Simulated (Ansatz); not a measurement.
## Uniaxial strain in SnSe

Cell: an entry of the Crystallography Open Database (COD), whose atoms a relaxation with PBE at fixed cell left in place.

```xyz
2
Lattice="0.0000 3.0100 3.0100 3.0100 0.0000 3.0100 3.0100 3.0100 0.0000" Properties=species:S:1:pos:R:3 pbc="T T T"
Sn    0.0000    0.0000    0.0000
Se    3.0100    3.0100    3.0100
```

Sites (sets of like atoms) are named by element and the number of their first atom in this list.

Computed with Ansatz: DFT, PBE, plane waves and PAW, scalar-relativistic, 420 eV cutoff, Γ-centred 13×13×13 k-points, Fermi–Dirac smearing 0.02 eV.

The cell is stretched along z (the third Cartesian axis of the run's cell), x and y held, and the ions relax again each time. Tension counts as positive.

| strain along z (%) | stress along z (GPa) | stress along x (GPa) | gap on the k-mesh (eV) |
| --- | --- | --- | --- |
| -3 | -5.9 | -1.4 | 0.25 |
| -2 | -4.1 | -1.3 | 0.31 |
| -1 | ? | ? | ? |
| 0 | -1.1 | -1.1 | 0.42 |
| +1 | 0.2 | -1.0 | 0.41 |
| +2 | 1.3 | -0.8 | 0.40 |
| +3 | 2.3 | -0.7 | 0.39 |

(1) Estimate the row at -1 % from the others.

Answers

(1) stress along z (GPa): -2.5; stress along x (GPa): -1.2; gap on the k-mesh (eV): 0.37. Worked: parabolas through the other 6 rows give -2.5 and -1.2 GPa at -1 %. Their slopes at zero strain are 136 GPa (C₁₁) and 12 GPa (C₁₂). They hold at this cell, where the calculated pressure is 1.1 GPa. The gap follows one line under compression (59 meV per per cent of strain) and another under tension (-13), as when strain splits band edges that were equal; the line on its own side gives 0.37 eV for the withheld row.

PBE gaps are too small, by a third to a half in many semiconductors; their changes with strain are better.

All values belong to this cell and structure model.
